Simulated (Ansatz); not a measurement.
# Sb: a listed cell, distorted in several ways

A set of self-consistent runs on Sb under moves of single atoms, further strains and shifts, distortions that keep the symmetry, to map its energy surface near the listed cell.

Computed with Ansatz 0.2.0 (DFT PBEsol, scalar-relativistic, plane waves, PAW, unless a step's input says otherwise).

1 further run of the same task is left out (set aside as unsound or not needed).

## Step 1: The structure to begin with

It takes space group Pm-3m (No. 221, cubic). The conventional cell has a = 3.160 Å, b = 3.160 Å, c = 3.160 Å, α = 90.00°, β = 90.00°, γ = 90.00°. Sb (site symmetry m-3m) has 6 Sb at 3.16 Å as nearest neighbours.

As a file:

```
CELL_PARAMETERS angstrom
3.16000 0.00000 0.00000
0.00000 3.16000 0.00000
0.00000 0.00000 3.16000
ATOMIC_POSITIONS crystal
Sb 0.00000 0.00000 0.00000
```

The structure comes from the Crystallography Open Database.

## Step 2: A change within the space group

What differs from the listed cell: strain xx, yy, zz, yz, xz, xy = -2.0, -2.0, -2.0, +0.0, +0.0, +0.0 %.

File input.yaml:

```yaml
crystal:
  lattice:
    - [3.095852, 0.0, 0.0]
    - [0.0, 3.095852, 0.0]
    - [0.0, 0.0, 3.095852]
  atoms:
    - { symbol: Sb, position: [0.0, 0.0, 0.0] }
basis:
  ecutwfc: 420
kpoints:
  mp_grid: { grid: [14, 14, 14] }
hamiltonian:
  xc: pbesol
scf:
  occupations: { method: gaussian, width: 0.1 }
output:
  forces: true
  stress: true
  eigenvalues: true
```

## Step 3: A change within the space group

input.yaml: that of step 2 with these lines changed.

```diff
@@ -2,5 +2,5 @@
   lattice:
-    - [3.095852, 0.0, 0.0]
-    - [0.0, 3.095852, 0.0]
-    - [0.0, 0.0, 3.095852]
+    - [3.0721836, 0.0, 0.0]
+    - [0.0, 3.0721836, 0.0]
+    - [0.0, 0.0, 3.0721836]
   atoms:
```

## Step 4: One atom moved

File input.yaml:

```yaml
crystal:
  lattice:
    - [3.16, 0.0, 0.0]
    - [0.0, 3.16, 0.0]
    - [0.0, 0.0, 3.16]
  atoms:
    - { symbol: Sb, position: [0.0474683544, 0.0, 0.0] }
basis:
  ecutwfc: 420
kpoints:
  mp_grid: { grid: [12, 12, 12] }
hamiltonian:
  xc: pbesol
scf:
  occupations: { method: gaussian, width: 0.1 }
output:
  forces: true
  stress: true
  eigenvalues: true
```

## Step 5: A change within a subgroup

File input.yaml:

```yaml
crystal:
  lattice:
    - [3.1252084, -0.1264, 0.1264]
    - [-0.1264, 3.1252084, 0.1264]
    - [0.1264, 0.1264, 3.1252084]
  atoms:
    - { symbol: Sb, position: [0.0, 0.0, 0.0] }
basis:
  ecutwfc: 420
kpoints:
  mp_grid: { grid: [12, 12, 12] }
hamiltonian:
  xc: pbesol
scf:
  occupations: { method: gaussian, width: 0.1 }
output:
  forces: true
  stress: true
  eigenvalues: true
```

## Step 6: A change within a subgroup

input.yaml: that of step 5 with these lines changed.

```diff
@@ -2,5 +2,5 @@
   lattice:
-    - [3.1252084, -0.1264, 0.1264]
-    - [-0.1264, 3.1252084, 0.1264]
-    - [0.1264, 0.1264, 3.1252084]
+    - [3.1235336, -0.1264, -0.1264]
+    - [-0.1264, 3.1235336, -0.1264]
+    - [-0.1264, -0.1264, 3.1235336]
   atoms:
@@ -19 +19,2 @@
   eigenvalues: true
+  populations: true
```

## Step 7: A change within the space group

File input.yaml:

```yaml
crystal:
  lattice:
    - [3.171534, 0.0, 0.0]
    - [0.0, 3.171534, 0.0]
    - [0.0, 0.0, 3.171534]
  atoms:
    - { symbol: Sb, position: [0.0, 0.0, 0.0] }
basis:
  ecutwfc: 420
kpoints:
  mp_grid: { grid: [14, 14, 14] }
hamiltonian:
  xc: pbesol
scf:
  occupations: { method: gaussian, width: 0.1 }
output:
  forces: true
  stress: true
  eigenvalues: true
```

## Step 8: A single atom displaced

File input.yaml:

```yaml
crystal:
  lattice:
    - [3.16, 0.0, 0.0]
    - [0.0, 3.16, 0.0]
    - [0.0, 0.0, 3.16]
  atoms:
    - { symbol: Sb, position: [0.0742911392, -0.0136265823, 0.0915316456] }
basis:
  ecutwfc: 420
kpoints:
  mp_grid: { grid: [12, 12, 12] }
hamiltonian:
  xc: pbesol
scf:
  occupations: { method: gaussian, width: 0.1 }
output:
  forces: true
  stress: true
  eigenvalues: true
  populations: true
```

## Step 9: A distortion that keeps the symmetry

File input.yaml:

```yaml
crystal:
  lattice:
    - [3.0730052, 0.0, 0.0]
    - [0.0, 3.0730052, 0.0]
    - [0.0, 0.0, 3.0730052]
  atoms:
    - { symbol: Sb, position: [0.0, 0.0, 0.0] }
basis:
  ecutwfc: 420
kpoints:
  mp_grid: { grid: [14, 14, 14] }
hamiltonian:
  xc: pbesol
scf:
  occupations: { method: gaussian, width: 0.1 }
output:
  forces: true
  stress: true
  eigenvalues: true
  populations: true
```

## Step 10: A distortion of lower symmetry

File input.yaml:

```yaml
crystal:
  lattice:
    - [3.1969404, 0.1264, -0.0806748]
    - [0.1264, 3.1813616, -0.1264]
    - [-0.0806748, -0.1264, 3.1969404]
  atoms:
    - { symbol: Sb, position: [0.0, 0.0, 0.0] }
basis:
  ecutwfc: 420
kpoints:
  mp_grid: { grid: [12, 12, 12] }
hamiltonian:
  xc: pbesol
scf:
  occupations: { method: gaussian, width: 0.1 }
output:
  forces: true
  stress: true
  eigenvalues: true
```

Q: Predict the outcome of this session. Wanted: for each run, case; energy; pressure; largest force.

**Answer**, as computed:

```
step                                  case  energy (meV/atom)  pressure (GPa)  largest force (eV/Å)  gap on the mesh (eV)
   2       a change within the space group               +0.0            -1.9                  0.00                  0.00
   3       a change within the space group               -5.4            -0.6                  0.00                  0.00
   4                        one atom moved             +55.8*            -4.7                  0.00                  0.00
   5            a change within a subgroup             +48.2*            -3.3                  0.00                  0.00
   6            a change within a subgroup             +47.2*            -3.3                  0.00                  0.00
   7       a change within the space group              +50.2            -5.1                  0.00                  0.00
   8               a single atom displaced             +55.8*            -4.7                  0.00                  0.00
   9  a distortion that keeps the symmetry               -5.3            -0.7                  0.00                  0.00
  10        a distortion of lower symmetry            +102.1*            -5.8                  0.00                  0.00
```

Energies are counted from step 2, with the smearing taken to zero; a star marks another k mesh, which can shift energies by itself, so starred rows don't rank against the others. A gap of 0.00 means none on the mesh at this level.

In words: With one atom in the cell, moving it shifts the whole crystal, so no force arises from that. The pressure is -0.6 GPa in the smallest cell and -5.8 GPa in the largest; between them shape and moved atoms count too. The distorted cells of the listed formula and level show no gap on the mesh. The runs treat Sb without spin-orbit coupling.
